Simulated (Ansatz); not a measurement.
# ZrC (Fm-3m) in Ansatz: band structure with PBEsol

Aim: the band structure of ZrC with PBEsol.

Everything below comes from runs of Ansatz 0.2.0. Logs are shortened: lines on timing, memory, paths and dates and some standing lists are left out, and cuts for length are marked.

## (1) The structure

It takes space group Fm-3m (No. 225, cubic). Conventional cell: a = 4.730 Å, b = 4.730 Å, c = 4.730 Å, α = 90.00°, β = 90.00°, γ = 90.00°. Zr (site symmetry m-3m) has 6 C at 2.37 Å as nearest neighbours. C (site symmetry m-3m) is surrounded by 6 Zr at 2.37 Å.

## (2) Band structure, PBEsol

Contents of input.yaml:

```yaml
crystal:
  lattice:
    - [0.0, 2.365, 2.365]
    - [2.365, 0.0, 2.365]
    - [2.365, 2.365, 0.0]
  atoms:
    - { symbol: Zr, position: [0.5, 0.5, 0.5] }
    - { symbol: C, position: [0.0, 0.0, 0.0] }
kpoints:
  mp_grid: { grid: [10, 10, 10] }
  band_path:
    path:
      - [0.0, 0.0, 0.0]
      - [0.5, 0.0, 0.5]
      - [0.5, 0.25, 0.75]
      - [0.375, 0.375, 0.75]
      - [0.0, 0.0, 0.0]
      - [0.5, 0.5, 0.5]
      - [0.625, 0.25, 0.625]
      - [0.5, 0.25, 0.75]
    npoints: 10
scf:
  occupations: { method: fermi_dirac, width: 0.05 }
hamiltonian:
  xc: pbesol
  pseudopotentials: { kind: all_electron, lapw: { basis_error: 0.001 } }
output:
  forces: true
  stress: true
  eigenvalues: true
```

Potentials or basis: all-electron LAPW, scalar-relativistic.

Run with:

```
$ ansatz run input.yaml --threads 1 --pin off --max-ram 3072MiB --backend cpu --events-out ev --progress --plain --runs-dir out
```

The log of the run:

```text
Warning: RAYON_NUM_THREADS=1 ignored (pool sized by the plan → 1); use --threads N
LAPW: plane waves up to 8.162 Å⁻¹, error target 1.0e-3 eV per atom; small_component_spin mean_spin; C in spheres of 1.050 Å, 6 of its electrons in bands, Dirac shells []; Zr in spheres of 1.315 Å, 30 of its electrons in bands, Dirac shells [] (how accurate: hamiltonian.pseudopotentials.lapw.basis_error, Limitations)
Engine: ansatz 0.2.0, aarch64-unknown-linux-gnu
Pseudopotentials: kind: all_electron
Pseudopotential: Zr, LAPW, valence charge 30, lapw/all_electron/scalar/gaussian/Zr, Koelling and Harmon's equation, gaussian nucleus
Pseudopotential: C, LAPW, valence charge 6, lapw/all_electron/scalar/gaussian/C, Koelling and Harmon's equation, gaussian nucleus
Functional definition: PBEsol
  exchange = pbesol_x
  correlation = pbesol_c
Crystal: 2 atoms, lattice volume = 26.456 Å³
Basis set: ecut = 253.83626686307286 eV, 259 PW (Γ), exchange–correlation at level 2
Bands: 22, of which v1, the nominal top of the filled ones, is band 18 counted from 1 (17 counted from 0)
Symmetry: 48 space group operations
Space group: Fm-3m (ITA 225), of the structure as read, at distance tolerance 3.0e-5 Å
k-points: 47 of 1000
Non-local potential: Zr, projectors of the file, none
Non-local potential: C, projectors of the file, none
Initial density: superposition of atomic densities (chi_scale 0.1, normalization cell, long waves kept (reshape's long-wave potential 0.00 eV rms))
Initial wavefunctions: plane waves of lowest kinetic energy (no species holds an atomic orbital)
Functional: x = pbesol(κ = 0.804, μ = 0.12345679012345678), c = pbesol(β = 0.046)
iter 1 solved again at ethr=1.44e-2 eV; its pass at ethr=1.00e-1 eV (dr2=5.19e0 eV) is discarded
SCF iter   1: F=—  HF=-98908.127932 eV  |F-HF|=—  |Δ(HF+E_count)|=         —  Δρ=1.16e-1  dr2=5.18e0  ethr=1.44e-2  ⟨swp⟩=2.0  Hψ=6682  notcnv=0
preconditioner: auto → none  [insulator: Δε(μ)=0.325 eV  Ē_g=18.157 eV  σ=0.050 eV  W_gap=0.61  n_scr=14 (ndim 8)  ℏωp=27.0 eV  f_vac=0.000  D(μ)=0.16/eV (n_scr^D=0)  ε∞_Penn≈3.2]
SCF iter   2: F=—  HF=-98907.628431 eV  |F-HF|=—  |Δ(HF+E_count)|=   5.00e-1  Δρ=8.45e-2  dr2=2.60e0  ethr=1.44e-2  ⟨swp⟩=2.9  Hψ=3016  notcnv=0
iter 3 solved again at ethr=6.58e-5 eV; its pass at ethr=7.21e-3 eV (dr2=2.37e-2 eV) is discarded
SCF iter   3: F=—  HF=-98906.374256 eV  |F-HF|=—  |Δ(HF+E_count)|=    1.25e0  Δρ=1.05e-2  dr2=2.38e-2  ethr=6.58e-5  ⟨swp⟩=2.1  Hψ=5289  notcnv=0
SCF iter   4: F=—  HF=-98906.368206 eV  |F-HF|=—  |Δ(HF+E_count)|=         —  Δρ=3.08e-3  dr2=3.11e-3  ethr=6.58e-5  ⟨swp⟩=2.0  Hψ=3327  notcnv=0
the basis was enlarged: its passes take 196.8 KiB over the memory plan, 1 of 1 planned eigensolver slots
SCF iter   5: F=—  HF=-98906.366475 eV  |F-HF|=—  |Δ(HF+E_count)|=   1.73e-3  Δρ=1.41e-3  dr2=4.37e-4  ethr=8.65e-6  ⟨swp⟩=2.0  Hψ=3200  notcnv=0
SCF iter   6: F=—  HF=-98906.365511 eV  |F-HF|=—  |Δ(HF+E_count)|=   9.64e-4  Δρ=2.09e-4  dr2=1.14e-5  ethr=1.21e-6  ⟨swp⟩=2.8  Hψ=3273  notcnv=0
SCF iter   7: F=—  HF=-98906.365489 eV  |F-HF|=—  |Δ(HF+E_count)|=   2.21e-5  Δρ=5.59e-5  dr2=8.05e-7  ethr=3.16e-8  ⟨swp⟩=2.2  Hψ=3207  notcnv=0
SCF iter   8: F=-98906.365487 eV  HF=-98906.365487 eV  |F-HF|=1.83e-9  |Δ(HF+E_count)|=   1.27e-6  Δρ=2.05e-6  dr2=8.63e-10  ethr=2.23e-9  ⟨swp⟩=2.7  Hψ=3254  notcnv=0
SCF 1 converged in 8 iterations: F = -98906.365487 eV  dr2 = 8.63e-10
NSCF: frozen V_eff on 71 k-points
SCF converged after 8 iterations
Free energy (F): -98906.365487 eV
Harris-Foulkes:  -98906.365487 eV  (|F-HF|=1.83e-9)
Internal energy: -98906.362846 eV  (E = F + TS)
E sigma→0 (E₀):  -98906.364167 eV
Entropy (-TS):   -0.002641 eV (-1.321 meV/atom)
Fermi energy:    16.059663 eV
--- Per-component energies (eV) ---
  E_band       = -4573.335428
  E_kinetic    = 102110.055382
  E_xc         = -3197.427044
  E_electrostatic = -197818.991185  (all electrons and nuclei)
  E_smearing   = -0.002641  (= −TS)
  E_closure    = 0.000000  (closes the sum)
  E_atoms      = -98887.051451  (free atoms, spherical and without spin; not in F)
  Σ components = -98906.365487   (vs F -98906.365487, Δ=0.00e0)
  Basis errors (estimates in eV, not in F): energy 3.4e-4 per atom: plane waves 3.0e-4 (1.7e-4 summed), levels above the bands 4.4e-27, relativity 8.5e-9, radial functions 3.2e-5, core shells 4.6e-13; eigenvalues (radial functions only) 4.6e-6; not estimated: angular momenta, meshes, grids; target (lapw.basis_error) 1.0e-3; muffin-tin radii C 1.050 Å, Zr 1.315 Å
--- Forces (eV/Å), atoms counted from 1 ---
  atom   1  Zr    -0.00000000     0.00000000    -0.00000000
  atom   2  C      0.00000000    -0.00000000    -0.00000000
  max |Σ_I F_I| component: 6.08e-31 eV/Å
--- Stress (GPa, compression-positive) ---
       -8.444717      -0.000000      -0.000000
       -0.000000      -8.444717       0.000000
       -0.000000       0.000000      -8.444717
  P = ⅓ Tr σ = -8.4447 GPa (-84.447 kbar)
--- Band table (eV; the first three rows and the last of 47) ---
  k-point 0: bands = ["-381.3956", "-294.5241", "-294.5241", "-294.5241", "-247.3177", "-151.9608", "-151.9608", "-151.9608", "-151.9473", "-151.9473", "-31.9942", "-9.7468", "-9.7468", "-9.7468", "4.8312", "16.9964", "16.9964", "16.9964", "17.1015", "17.1015", "17.1015", "18.8003"]
  k-point 1: bands = ["-381.3956", "-294.5241", "-294.5241", "-294.5241", "-247.3177", "-151.9608", "-151.9608", "-151.9608", "-151.9473", "-151.9473", "-31.9853", "-9.8298", "-9.7542", "-9.7542", "5.0524", "15.6847", "15.9886", "15.9886", "17.4726", "17.4726", "17.9162", "19.8969"]
  k-point 2: bands = ["-381.3956", "-294.5241", "-294.5241", "-294.5241", "-247.3177", "-151.9608", "-151.9608", "-151.9608", "-151.9473", "-151.9473", "-31.9617", "-10.0409", "-9.7733", "-9.7733", "5.6617", "14.1058", "14.8167", "14.8167", "18.1116", "18.1116", "18.4685", "21.7435"]
  k-point 46: bands = ["-381.3956", "-294.5241", "-294.5241", "-294.5241", "-247.3177", "-151.9608", "-151.9608", "-151.9608", "-151.9473", "-151.9473", "-31.8682", "-10.2994", "-10.1676", "-10.0361", "6.6280", "13.6542", "13.7312", "13.7315", "18.4176", "20.0815", "21.5998", "22.5185"]
```

Run time: 11 s. Hardware: 1 thread of Arm Neoverse V1, shared host; peak memory 0.28 GiB.

Results:

```yaml
Free_energy: -98906.3655 eV
Pressure: -8.4 GPa
Band_gap_along_the_path: none (metal or under the smearing width)
```

Levels at the corners of the path, in eV from the Fermi level:
```tsv
point	band 15	band 16	band 17	band 18	band 19	band 20	band 21	band 22
Γ	-11.23	0.94	0.94	0.94	1.04	1.04	1.04	2.74
X	-10.03	-2.10	-1.76	0.04	0.04	4.35	5.53	5.53
W	-9.36	-2.61	-2.36	-2.36	3.21	3.21	5.54	6.86
K	-9.42	-3.04	-2.31	-1.55	1.45	4.76	5.28	7.20
Γ	-11.23	0.94	0.94	0.94	1.04	1.04	1.04	2.74
L	-8.19	-5.27	-2.89	-2.89	4.39	4.39	5.21	6.38
U	-9.42	-3.04	-2.31	-1.55	1.45	4.76	5.28	7.20
W	-9.36	-2.61	-2.36	-2.36	3.21	3.21	5.54	6.86
```
